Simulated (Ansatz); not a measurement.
The system is SiC.

```xyz
8
Lattice="3.0757 0.0000 0.0000 -1.5378 2.6636 0.0000 0.0000 0.0000 10.0706" Properties=species:S:1:pos:R:3 pbc="T T T"
Si    0.0000    0.0000    1.8922
Si    0.0000    0.0000    6.9275
Si    0.0000    1.7758    4.4094
Si    1.5378    0.8879    9.4447
C     0.0000    0.0000    0.0046
C     0.0000    0.0000    5.0400
C     0.0000    1.7758    2.5157
C     1.5378    0.8879    7.5510
```

The cell is a database's computed one.

Base run:

- Program: Ansatz 0.2.0
- Functional: BLYP
- Potentials or basis: Ansatz PAW
- Cutoff: 420 eV (not typed: the program's choice for these potentials)
- k mesh: 10 × 10 × 3
- Occupations: fermi-dirac, width 0.05 eV
- Spin: no spin polarisation

Its results: band gap on the k mesh 2.53 eV, indirect (least direct gap 3.64 eV); pressure 8.5 GPa; largest force 0.012 eV/Å.

Q: The run is repeated on the same cell with these changes: functional from BLYP to LDA. What comes out?

A: Band gap on the k mesh 2.18 eV, indirect (least direct gap 3.30 eV); pressure -3.8 GPa; largest force 0.004 eV/Å.

LDA binds more tightly than BLYP, so the same cell stands under less pressure.

Caveats: the PAW data sets come from PBE, with cores solved anew for the run's functional, which leaves a small shift of forces and pressure.
